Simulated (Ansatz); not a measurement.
# SnTe (Fm-3m) in Ansatz: notebook

One crystal, SnTe, is run at these levels: PBE; tasks: single point.

Everything below comes from runs of Ansatz 0.2.0. Logs are shortened: lines on timing, memory, paths and dates and some standing lists are left out, and cuts for length are marked.

### 1 The structure

The structure is cubic, space group Fm-3m (No. 225). The conventional cell has a = 6.302 Å, b = 6.302 Å, c = 6.302 Å, α = 90.00°, β = 90.00°, γ = 90.00°. Te (site symmetry m-3m) is surrounded by 6 Sn at 3.15 Å. Around Sn (site symmetry m-3m) lie 6 Te at 3.15 Å.

### 2 Single point, PBE

input.yaml

```yaml
crystal:
  lattice:
    - [0.0, 3.15085, 3.15085]
    - [3.15085, 0.0, 3.15085]
    - [3.15085, 3.15085, 0.0]
  atoms:
    - { symbol: Te, position: [0.5, 0.5, 0.5] }
    - { symbol: Sn, position: [0.0, 0.0, 0.0] }
kpoints:
  mp_grid: { grid: [5, 5, 5] }
scf:
  occupations: { method: fermi_dirac, width: 0.04 }
hamiltonian:
  xc: pbe
  pseudopotentials: { kind: all_electron, lapw: { basis_error: 0.002 } }
output:
  forces: true
  stress: true
  eigenvalues: true
```

Potentials or basis: all-electron LAPW, scalar-relativistic.

The run is started by

```sh
> ansatz run input.yaml --threads 1 --pin off --max-ram 3072MiB --backend cpu --events-out ev --progress --plain --runs-dir out
```

What it wrote:

```text
Warning: RAYON_NUM_THREADS=1 ignored (pool sized by the plan → 1); use --threads N
LAPW: plane waves up to 6.675 Å⁻¹, error target 2.0e-3 eV per atom; small_component_spin mean_spin; Sn in spheres of 1.594 Å, 22 of its electrons in bands, Dirac shells []; Te in spheres of 1.557 Å, 24 of its electrons in bands, Dirac shells [] (how accurate: hamiltonian.pseudopotentials.lapw.basis_error, Limitations)
Engine: ansatz 0.2.0, x86_64-unknown-linux-gnu
Pseudopotentials: kind: all_electron
Pseudopotential: Te, LAPW, valence charge 24, lapw/all_electron/scalar/gaussian/Te, Koelling and Harmon's equation, gaussian nucleus
Pseudopotential: Sn, LAPW, valence charge 22, lapw/all_electron/scalar/gaussian/Sn, Koelling and Harmon's equation, gaussian nucleus
Functional definition: PBE
  parameter kappa = 0.804
  parameter beta = 0.06672455060314922
  exchange = pbe_x(kappa = kappa, mu = beta*pi^2/3)
  correlation = pbe_c(beta = beta)
Crystal: 2 atoms, lattice volume = 62.562 Å³
Basis set: ecut = 169.7316827831591 eV, 331 PW (Γ), exchange–correlation at level 2
Bands: 28, of which v1, the nominal top of the filled ones, is band 23 counted from 1 (22 counted from 0)
Symmetry: 48 space group operations
Space group: Fm-3m (ITA 225), of the structure as read, at distance tolerance 4.0e-5 Å
k-points: 10 of 125
Non-local potential: Te, projectors of the file, none
Non-local potential: Sn, projectors of the file, none
Initial density: superposition of atomic densities (chi_scale 0.1, normalization cell, long waves kept (reshape's long-wave potential 0.00 eV rms))
Initial wavefunctions: plane waves of lowest kinetic energy (no species holds an atomic orbital)
Functional: x = pbe(κ = 0.804, μ = 0.2195149727645171), c = pbe(β = 0.06672455060314922)
iter 1 solved again at ethr=4.40e-4 eV; its pass at ethr=1.00e-1 eV (dr2=2.03e-1 eV) is discarded
SCF iter   1: F=—  HF=-352974.408771 eV  |F-HF|=—  |Δ(HF+E_count)|=         —  Δρ=1.23e-2  dr2=2.03e-1  ethr=4.40e-4  ⟨swp⟩=2.5  Hψ=1794  notcnv=0
preconditioner: auto → none  [insulator: Δε(μ)=0.945 eV  Ē_g=17.511 eV  σ=0.040 eV  W_gap=1.00  n_scr=14 (ndim 8)  ℏωp=21.0 eV  f_vac=0.029  D(μ)=0.00/eV (n_scr^D=0)  ε∞_Penn≈2.4]
iter 2 solved again at ethr=1.57e-5 eV; its pass at ethr=4.40e-4 eV (dr2=7.22e-3 eV) is discarded
SCF iter   2: F=—  HF=-352974.361183 eV  |F-HF|=—  |Δ(HF+E_count)|=   4.76e-2  Δρ=3.81e-3  dr2=7.23e-3  ethr=1.57e-5  ⟨swp⟩=2.0  Hψ=1450  notcnv=0
SCF iter   3: F=—  HF=-352974.358621 eV  |F-HF|=—  |Δ(HF+E_count)|=   2.56e-3  Δρ=2.34e-3  dr2=4.15e-3  ethr=1.57e-5  ⟨swp⟩=2.0  Hψ=838  notcnv=0
SCF iter   4: F=—  HF=-352974.359632 eV  |F-HF|=—  |Δ(HF+E_count)|=   1.01e-3  Δρ=1.00e-3  dr2=7.69e-4  ethr=9.02e-6  ⟨swp⟩=2.0  Hψ=830  notcnv=0
SCF iter   5: F=—  HF=-352974.359734 eV  |F-HF|=—  |Δ(HF+E_count)|=   1.02e-4  Δρ=2.19e-4  dr2=3.68e-5  ethr=1.67e-6  ⟨swp⟩=2.0  Hψ=830  notcnv=0
SCF iter   6: F=—  HF=-352974.359746 eV  |F-HF|=—  |Δ(HF+E_count)|=   1.12e-5  Δρ=2.49e-5  dr2=4.85e-7  ethr=8.01e-8  ⟨swp⟩=2.2  Hψ=832  notcnv=0
SCF iter   7: F=-352974.359746 eV  HF=-352974.359746 eV  |F-HF|=1.05e-8  |Δ(HF+E_count)|=   2.04e-7  Δρ=3.26e-6  dr2=9.64e-9  ethr=1.05e-9  ⟨swp⟩=2.8  Hψ=843  notcnv=0
SCF 1 converged in 7 iterations: F = -352974.359746 eV  dr2 = 9.64e-9
SCF converged after 7 iterations
Free energy (F): -352974.359746 eV
Harris-Foulkes:  -352974.359746 eV  (|F-HF|=1.05e-8)
Internal energy: -352974.359742 eV  (E = F + TS)
E sigma→0 (E₀):  -352974.359744 eV
Entropy (-TS):   -0.000004 eV (-0.002 meV/atom)
Fermi energy:    12.155721 eV
--- Per-component energies (eV) ---
  E_band       = -1841.998152
  E_kinetic    = 372041.607056
  E_xc         = -9288.824942
  E_electrostatic = -715727.141855  (all electrons and nuclei)
  E_smearing   = -0.000004  (= −TS)
  E_closure    = 0.000000  (closes the sum)
  E_atoms      = -352966.846133  (free atoms, spherical and without spin; not in F)
  Σ components = -352974.359746   (vs F -352974.359746, Δ=0.00e0)
  Basis errors (estimates in eV, not in F): energy 6.7e-4 per atom: plane waves 6.3e-4 (3.5e-4 summed), levels above the bands 8.9e-53, relativity 6.8e-8, radial functions 4.5e-5, core shells 5.9e-10; eigenvalues (radial functions only) 2.6e-5; not estimated: angular momenta, meshes, grids; target (lapw.basis_error) 2.0e-3; muffin-tin radii Sn 1.594 Å, Te 1.557 Å
--- Forces (eV/Å), atoms counted from 1 ---
  atom   1  Te     0.00000000    -0.00000000    -0.00000000
  atom   2  Sn    -0.00000000    -0.00000000     0.00000000
  max |Σ_I F_I| component: 6.74e-31 eV/Å
--- Stress (GPa, compression-positive) ---
        2.241363       0.000000       0.000000
        0.000000       2.241363       0.000000
        0.000000       0.000000       2.241363
  P = ⅓ Tr σ = 2.2414 GPa (22.414 kbar)
--- Band table (eV; the first three rows and the last of 10) ---
  k-point 0: bands = ["-147.6570", "-117.8608", "-97.6958", "-97.6958", "-97.6958", "-73.6467", "-73.6467", "-73.6467", "-25.0307", "-25.0307", "-25.0263", "-25.0263", "-25.0263", "-9.8729", "-9.8729", "-9.8676", "-9.8676", "-9.8676", "-0.7632", "7.3634", "9.8994", "9.8994", "9.8994", "15.3972", "15.3972", "15.3972", "16.8187", "16.8187"]
  k-point 1: bands = ["-147.6570", "-117.8608", "-97.6958", "-97.6958", "-97.6958", "-73.6467", "-73.6467", "-73.6467", "-25.0306", "-25.0306", "-25.0261", "-25.0260", "-25.0260", "-9.8748", "-9.8748", "-9.8671", "-9.8654", "-9.8654", "-0.4343", "5.8953", "9.9636", "9.9636", "10.8395", "14.0501", "14.0501", "14.1075", "16.9123", "17.6157"]
  k-point 2: bands = ["-147.6570", "-117.8608", "-97.6958", "-97.6958", "-97.6958", "-73.6467", "-73.6467", "-73.6467", "-25.0305", "-25.0305", "-25.0259", "-25.0256", "-25.0256", "-9.8783", "-9.8783", "-9.8663", "-9.8615", "-9.8615", "0.3249", "4.0494", "10.1747", "10.1747", "11.6949", "12.6272", "12.6388", "12.6388", "18.7280", "19.7604"]
  k-point 9: bands = ["-147.6570", "-117.8608", "-97.6958", "-97.6958", "-97.6958", "-73.6467", "-73.6467", "-73.6467", "-25.0307", "-25.0302", "-25.0260", "-25.0256", "-25.0251", "-9.8848", "-9.8736", "-9.8664", "-9.8620", "-9.8581", "0.7681", "4.5565", "7.6239", "7.7087", "10.8110", "13.2004", "16.0196", "16.4637", "17.4729", "18.8974"]
```

It took 4.3 s on 1 thread of Intel Xeon Platinum 8488C (Sapphire Rapids), shared host; peak memory 0.29 GiB.

Results:

```yaml
Free_energy: -352974.3597 eV
Pressure: 2.2 GPa
```

Caveat: this odd mesh misses L, where the gap lies, so gap, dielectric constants and Born charges aren't listed.

### 3 Single point, PBE

input.yaml

```yaml
crystal:
  lattice:
    - [0.0, 3.15085, 3.15085]
    - [3.15085, 0.0, 3.15085]
    - [3.15085, 3.15085, 0.0]
  atoms:
    - { symbol: Te, position: [0.5, 0.5, 0.5] }
    - { symbol: Sn, position: [0.0, 0.0, 0.0] }
kpoints:
  mp_grid: { grid: [7, 7, 7] }
scf:
  occupations: { method: gaussian, width: 0.029 }
hamiltonian:
  xc: pbe
  pseudopotentials: { kind: all_electron, lapw: { basis_error: 0.001 } }
output:
  forces: true
  stress: true
  eigenvalues: true
```

Potentials or basis: all-electron LAPW, scalar-relativistic.

The run is started by

```sh
> ansatz run input.yaml --threads 1 --pin off --max-ram 3072MiB --backend cpu --events-out ev --progress --plain --runs-dir out
```

It took 5.5 s on 1 thread of Intel Xeon Platinum 8488C (Sapphire Rapids), shared host; peak memory 0.32 GiB.

It converged, with:

```yaml
Free_energy: -352974.3602 eV
Pressure: 2.2 GPa
```

Levels at points of the mesh, in eV from the Fermi level:
| k point | band 20 | band 21 | band 22 | band 23 | band 24 | band 25 | band 26 | band 27 |
| --- | --- | --- | --- | --- | --- | --- | --- | --- |
| (0.00, 0.00, 0.00) | -4.77 | -2.24 | -2.24 | -2.24 | 3.26 | 3.26 | 3.26 | 4.68 |

Caveat: this odd mesh misses L, where the gap lies, so gap, dielectric constants and Born charges aren't listed. Spin-orbit coupling is left out, which matters for the levels of Te.

### 4 Single point, PBE

Edit input.yaml of step 3 so:

```diff
@@ -11,3 +11,3 @@
 scf:
-  occupations: { method: gaussian, width: 0.029 }
+  occupations: { method: gaussian, width: 0.019 }
 hamiltonian:
```

The run is started by

```sh
> ansatz run input.yaml --threads 1 --pin off --max-ram 3072MiB --backend cpu --events-out ev --progress --plain --runs-dir out
```

Wall time 5.8 s (1 thread of Intel Xeon Platinum 8488C (Sapphire Rapids), shared host); peak memory 0.32 GiB.

It converged, with:

```yaml
Free_energy: -352974.3602 eV
Pressure: 2.2 GPa
```

Levels at points of the mesh, in eV from the Fermi level:
```tsv
k point	band 21	band 22	band 23	band 24	band 25	band 26
(0.00, 0.00, 0.00)	-2.24	-2.24	-2.24	3.26	3.26	3.26
```

Caveat: this odd mesh misses L, where the gap lies, so gap, dielectric constants and Born charges aren't listed. Spin-orbit coupling is left out, which matters for the levels of Te.

### 5 Summary

```csv
k mesh,cutoff (eV),smearing,basis error allowed,pressure (GPa)
5 × 5 × 5,170,fermi-dirac 0.04 eV,0.002 eV/atom,2.2
7 × 7 × 7,185,gaussian 0.029 eV,0.001 eV/atom,2.2
7 × 7 × 7,185,gaussian 0.019 eV,0.001 eV/atom,2.2
```

Alike in all rows: task single point; level PBE; potentials or basis all-electron LAPW, scalar-relativistic; no spin polarisation; cell as given.

Compare energies only between runs with the same functional and basis.
